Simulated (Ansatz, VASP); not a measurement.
## One calculation of BN, two programs

File INCAR:

```
SYSTEM = BN
  PREC = Accurate
  ENCUT = 520
  EDIFF = 1E-7
  ISMEAR = -1
  SIGMA = 0.03
  LREAL = .False.
  LASPH = .True.
  NELM = 60
  ALGO = Normal
  ISIF = 2
  LWAVE = .False.
  LCHARG = .False.
  GGA = PE
  NBANDS = 11
```

The input KPOINTS:

```
regular mesh
0
Gamma
  13 13 13
  0 0 0
```

File POSCAR:

```
BN
1.0
    0.0000000000      1.8312856224      1.8312856224
    1.8312856224      0.0000000000      1.8312856224
    1.8312856224      1.8312856224      0.0000000000
B N
1 1
Direct
    0.0000000000      0.0000000000      0.0000000000
    0.7500000000      0.7500000000      0.7500000000
```

Input for Ansatz:

```yaml
crystal:
  lattice:
    - [0.0, 1.8312856224, 1.8312856224]
    - [1.8312856224, 0.0, 1.8312856224]
    - [1.8312856224, 1.8312856224, 0.0]
  atoms:
    - { symbol: B, position: [0.0, 0.0, 0.0] }
    - { symbol: "N", position: [0.75, 0.75, 0.75] }
kpoints:
  mp_grid: { grid: [13, 13, 13] }
  band_path:
    path:
      - [0.0, 0.0, 0.0]
      - [-0.5, -0.5, 0.0]
      - [-0.375, -0.375, 0.25]
      - [-0.375, 0.0, 0.375]
      - [0.0, 0.0, 0.0]
      - [0.0, 0.0, 0.5]
      - [-0.5, -0.25, 0.25]
      - [-0.5, -0.5, 0.0]
    npoints: 5
scf:
  occupations: { method: fermi_dirac, width: 0.03 }
hamiltonian:
  xc: pbe
  pseudopotentials: { kind: all_electron, lapw: { basis_error: 0.001 } }
output:
  forces: true
  stress: true
  eigenvalues: true
```

Change from the starting cell: volume scaled by 1.04.

Alike in both runs: task single point; functional PBE; k mesh 13 × 13 × 13; occupations fermi-dirac, width 0.03 eV; no spin polarisation.

|  | VASP | Ansatz |
| --- | --- | --- |
| version | VASP 6.6.1 | Ansatz 0.2.0 |
| potentials or method | VASP PAW PBE potentials, release 64 (B, N) | all-electron LAPW, scalar-relativistic |
| plane-wave cutoff (eV) | 520 | see its input |

Ansatz gave:

| Quantity | Value |
| --- | --- |
| gap on the k mesh at the Fermi level (eV) | 4.50 |
| pressure (GPa) | -11.0 |

Estimate VASP's values.

gap on the k mesh at the Fermi level (eV): 4.49; pressure (GPa): -10.8.

Ansatz ran all-electron here, so the differences hold the error of VASP's frozen core and of both bases.

Caveats: an odd mesh through Γ misses points on the zone boundary, where band edges often lie.
